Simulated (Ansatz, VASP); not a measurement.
**One calculation of HfB, two programs**

Contents of INCAR:

```
ALGO = Normal ; EDIFF = 1E-7
EDIFFG = -0.005 ; ENCUT = 600
GGA = PS ; IBRION = 2
ISIF = 3 ; ISMEAR = -1
LASPH = T ; LCHARG = F
LREAL = F ; LWAVE = F
NELM = 80 ; NSW = 40
PREC = Accurate ; SIGMA = 0.05
```

Contents of KPOINTS:

```
k-points
0
Gamma
  10 10 10
```

The input POSCAR:

```
HfB
1.0
    0.0000000000      2.3100000000      2.3100000000
    2.3100000000      0.0000000000      2.3100000000
    2.3100000000      2.3100000000      0.0000000000
Hf B
1 1
Direct
    0.5000000000      0.5000000000      0.5000000000
    0.0000000000      0.0000000000      0.0000000000
```

Contents of input.yaml:

```yaml
crystal:
  lattice:
    - [0.0, 2.31, 2.31]
    - [2.31, 0.0, 2.31]
    - [2.31, 2.31, 0.0]
  atoms:
    - { symbol: Hf, position: [0.5, 0.5, 0.5] }
    - { symbol: B, position: [0.0, 0.0, 0.0] }
hamiltonian:
  xc: pbesol
  pseudopotentials: { kind: paw }
kpoints:
  mp_grid: { grid: [10, 10, 10] }
scf:
  occupations: { method: fermi_dirac, width: 0.05 }
output:
  forces: true
  stress: true
  eigenvalues: true
relax:
  f_tol: 0.01
  max_steps: 40
  cell: { stress_tol: 0.05 }
```

Alike in both runs: task relaxation of cell and atoms; functional PBEsol; k mesh 10 × 10 × 10; occupations fermi-dirac, width 0.05 eV; no spin polarisation.

|  | VASP | Ansatz |
| --- | --- | --- |
| version | VASP 6.6.1 | Ansatz 0.2.0 |
| potentials or method | VASP PAW PBE potentials, release 64 (Hf_pv, B) | Ansatz PAW |
| plane-wave cutoff (eV) | 600 | 420 |
| valence electrons in the cell | 13 | 29 |

|  | VASP | Ansatz | Ansatz less VASP |
| --- | --- | --- | --- |
| gap on the k mesh at the Fermi level, each at its own relaxed structure (eV) | none | none | - |
| relaxed volume (Å³/atom) | 13.75 | 13.72 | -0.029 |
| relaxed cell length with the largest relative difference (Å) | 3.388 | 3.385 | -0.0024 |
| energy change over the relaxation (meV/atom) | -99 | -92 | +6.1 |

A gap of «none» marks a metal or a gap that the smearing closes. The two sets of potentials don't hold the same shells in valence.

Caveats: the PAW data sets were made with another functional, which shifts forces and pressure a little (VASP); the plane-wave basis is chosen anew once the cell has moved, so the energies of steps on either side of that aren't comparable (Ansatz); the PAW data sets come from PBE, with cores solved anew for the run's functional, which leaves a small shift of forces and pressure (Ansatz). Zero-point motion and thermal expansion aren't in these numbers. Spin-orbit coupling is left out, which matters for the levels of Hf.
